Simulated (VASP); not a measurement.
# Re: drag along a line

Re, slab, 13 atoms in the cell. PBE, constrained relaxations along a path; PAW potentials Re (PBE set).

Path: drag along a line, Re hops from a hollow site to the next hollow site of Re(100).

## Input

INCAR:
```
  PREC = Normal
  ENCUT = 250
  EDIFF = 1E-6
  ISMEAR = 1
  SIGMA = 0.1
  LREAL = F
  LASPH = T
  NELM = 100
  ALGO = Normal
  LWAVE = F
  LCHARG = F
  IBRION = 2
  NSW = 60
  ISIF = 2
  EDIFFG = -0.03
  POTIM = 0.5
  KPAR = 2
```

KPOINTS:
```
k-points
0
Gamma
  3 3 1
```

POSCAR.step1:
```
Re
1.0
    5.5861435714      0.0000000000      0.0000000000
    0.0000000000      5.5861435714      0.0000000000
    0.0000000000      0.0000000000     19.1200000000
Re
13
Selective dynamics
Direct
    0.0000000000      0.0000000000      0.3138075314  F F F
    0.5000000000      0.0000000000      0.3138075314  F F F
    0.0000000000      0.5000000000      0.3138075314  F F F
    0.5000000000      0.5000000000      0.3138075314  F F F
    0.2500000000      0.2500000000      0.4171025105  T T T
    0.7500000000      0.2500000000      0.4171025105  T T T
    0.2500000000      0.7500000000      0.4171025105  T T T
    0.7500000000      0.7500000000      0.4171025105  T T T
    0.0000000000      0.0000000000      0.5203974895  T T T
    0.5000000000      0.0000000000      0.5203974895  T T T
    0.0000000000      0.5000000000      0.5203974895  T T T
    0.5000000000      0.5000000000      0.5203974895  T T T
    0.2500000000      0.2500000000      0.6356812157  F T T
```

POSCAR.step2:
```
Re
1.0
    5.5861435714      0.0000000000      0.0000000000
    0.0000000000      5.5861435714      0.0000000000
    0.0000000000      0.0000000000     19.1200000000
Re
13
Selective dynamics
Direct
    0.0000000000      0.0000000000      0.3138075314  F F F
    0.5000000000      0.0000000000      0.3138075314  F F F
    0.0000000000      0.5000000000      0.3138075314  F F F
    0.5000000000      0.5000000000      0.3138075314  F F F
    0.2500000000      0.2500000000      0.4171025105  T T T
    0.7500000000      0.2500000000      0.4171025105  T T T
    0.2500000000      0.7500000000      0.4171025105  T T T
    0.7500000000      0.7500000000      0.4171025105  T T T
    0.0000000000      0.0000000000      0.5203974895  T T T
    0.5000000000      0.0000000000      0.5203974895  T T T
    0.0000000000      0.5000000000      0.5203974895  T T T
    0.5000000000      0.5000000000      0.5203974895  T T T
    0.1500000000      0.2500000000      0.6356812157  F T T
```

POSCAR.step3:
```
Re
1.0
    5.5861435714      0.0000000000      0.0000000000
    0.0000000000      5.5861435714      0.0000000000
    0.0000000000      0.0000000000     19.1200000000
Re
13
Selective dynamics
Direct
    0.0000000000      0.0000000000      0.3138075314  F F F
    0.5000000000      0.0000000000      0.3138075314  F F F
    0.0000000000      0.5000000000      0.3138075314  F F F
    0.5000000000      0.5000000000      0.3138075314  F F F
    0.2500000000      0.2500000000      0.4171025105  T T T
    0.7500000000      0.2500000000      0.4171025105  T T T
    0.2500000000      0.7500000000      0.4171025105  T T T
    0.7500000000      0.7500000000      0.4171025105  T T T
    0.0000000000      0.0000000000      0.5203974895  T T T
    0.5000000000      0.0000000000      0.5203974895  T T T
    0.0000000000      0.5000000000      0.5203974895  T T T
    0.5000000000      0.5000000000      0.5203974895  T T T
    0.0750000000      0.2500000000      0.6356812157  F T T
```

POSCAR.step4:
```
Re
1.0
    5.5861435714      0.0000000000      0.0000000000
    0.0000000000      5.5861435714      0.0000000000
    0.0000000000      0.0000000000     19.1200000000
Re
13
Selective dynamics
Direct
    0.0000000000      0.0000000000      0.3138075314  F F F
    0.5000000000      0.0000000000      0.3138075314  F F F
    0.0000000000      0.5000000000      0.3138075314  F F F
    0.5000000000      0.5000000000      0.3138075314  F F F
    0.2500000000      0.2500000000      0.4171025105  T T T
    0.7500000000      0.2500000000      0.4171025105  T T T
    0.2500000000      0.7500000000      0.4171025105  T T T
    0.7500000000      0.7500000000      0.4171025105  T T T
    0.0000000000      0.0000000000      0.5203974895  T T T
    0.5000000000      0.0000000000      0.5203974895  T T T
    0.0000000000      0.5000000000      0.5203974895  T T T
    0.5000000000      0.5000000000      0.5203974895  T T T
    0.0000000000      0.2500000000      0.6356812157  F T T
```

POSCAR.step5:
```
Re
1.0
    5.5861435714      0.0000000000      0.0000000000
    0.0000000000      5.5861435714      0.0000000000
    0.0000000000      0.0000000000     19.1200000000
Re
13
Selective dynamics
Direct
    0.0000000000      0.0000000000      0.3138075314  F F F
    0.5000000000      0.0000000000      0.3138075314  F F F
    0.0000000000      0.5000000000      0.3138075314  F F F
    0.5000000000      0.5000000000      0.3138075314  F F F
    0.2500000000      0.2500000000      0.4171025105  T T T
    0.7500000000      0.2500000000      0.4171025105  T T T
    0.2500000000      0.7500000000      0.4171025105  T T T
    0.7500000000      0.7500000000      0.4171025105  T T T
    0.0000000000      0.0000000000      0.5203974895  T T T
    0.5000000000      0.0000000000      0.5203974895  T T T
    0.0000000000      0.5000000000      0.5203974895  T T T
    0.5000000000      0.5000000000      0.5203974895  T T T
   -0.0750000000      0.2500000000      0.6356812157  F T T
```

POSCAR.step6:
```
Re
1.0
    5.5861435714      0.0000000000      0.0000000000
    0.0000000000      5.5861435714      0.0000000000
    0.0000000000      0.0000000000     19.1200000000
Re
13
Selective dynamics
Direct
    0.0000000000      0.0000000000      0.3138075314  F F F
    0.5000000000      0.0000000000      0.3138075314  F F F
    0.0000000000      0.5000000000      0.3138075314  F F F
    0.5000000000      0.5000000000      0.3138075314  F F F
    0.2500000000      0.2500000000      0.4171025105  T T T
    0.7500000000      0.2500000000      0.4171025105  T T T
    0.2500000000      0.7500000000      0.4171025105  T T T
    0.7500000000      0.7500000000      0.4171025105  T T T
    0.0000000000      0.0000000000      0.5203974895  T T T
    0.5000000000      0.0000000000      0.5203974895  T T T
    0.0000000000      0.5000000000      0.5203974895  T T T
    0.5000000000      0.5000000000      0.5203974895  T T T
   -0.1500000000      0.2500000000      0.6356812157  F T T
```

POSCAR.step7:
```
Re
1.0
    5.5861435714      0.0000000000      0.0000000000
    0.0000000000      5.5861435714      0.0000000000
    0.0000000000      0.0000000000     19.1200000000
Re
13
Selective dynamics
Direct
    0.0000000000      0.0000000000      0.3138075314  F F F
    0.5000000000      0.0000000000      0.3138075314  F F F
    0.0000000000      0.5000000000      0.3138075314  F F F
    0.5000000000      0.5000000000      0.3138075314  F F F
    0.2500000000      0.2500000000      0.4171025105  T T T
    0.7500000000      0.2500000000      0.4171025105  T T T
    0.2500000000      0.7500000000      0.4171025105  T T T
    0.7500000000      0.7500000000      0.4171025105  T T T
    0.0000000000      0.0000000000      0.5203974895  T T T
    0.5000000000      0.0000000000      0.5203974895  T T T
    0.0000000000      0.5000000000      0.5203974895  T T T
    0.5000000000      0.5000000000      0.5203974895  T T T
   -0.2500000000      0.2500000000      0.6356812157  F T T
```

Commands (each step's output is kept before the next begins):
```
cat potpaw_PBE.64/Re/POTCAR > POTCAR
cp POSCAR.step1 POSCAR
mpirun -np 4 vasp_std > vasp.out
cp POSCAR.step2 POSCAR
mpirun -np 4 vasp_std > vasp.out
cp POSCAR.step3 POSCAR
mpirun -np 4 vasp_std > vasp.out
cp POSCAR.step4 POSCAR
mpirun -np 4 vasp_std > vasp.out
cp POSCAR.step5 POSCAR
mpirun -np 4 vasp_std > vasp.out
cp POSCAR.step6 POSCAR
mpirun -np 4 vasp_std > vasp.out
cp POSCAR.step7 POSCAR
mpirun -np 4 vasp_std > vasp.out
```

## Result

- Barrier (eV): 1.844
- Ionic steps, all stages: 235
- Electronic steps, all stages: 5044

Energy along the pull:

| Share of the way | Energy above the start (eV) |
|---|---|
| 0 | 0.000 |
| 0.2 | 0.668 |
| 0.35 | 1.291 |
| 0.5 | 1.844 |
| 0.65 | 1.291 |
| 0.8 | 0.668 |
| 1 | -0.000 |

The slab is face-centred cubic Re(100), which isn't the element's stable structure, in-plane cell 5.59 × 5.59 Å, with 3 × 3 k points.

Limits: the adatom repeats in each 2 x 2 surface cell, and the slab has three layers.

VASP 6.6.1 took 6807 s on 4 cores (Intel Xeon Platinum 8259CL @ 2.50GHz (Skylake/Cascade Lake)), a shared host.
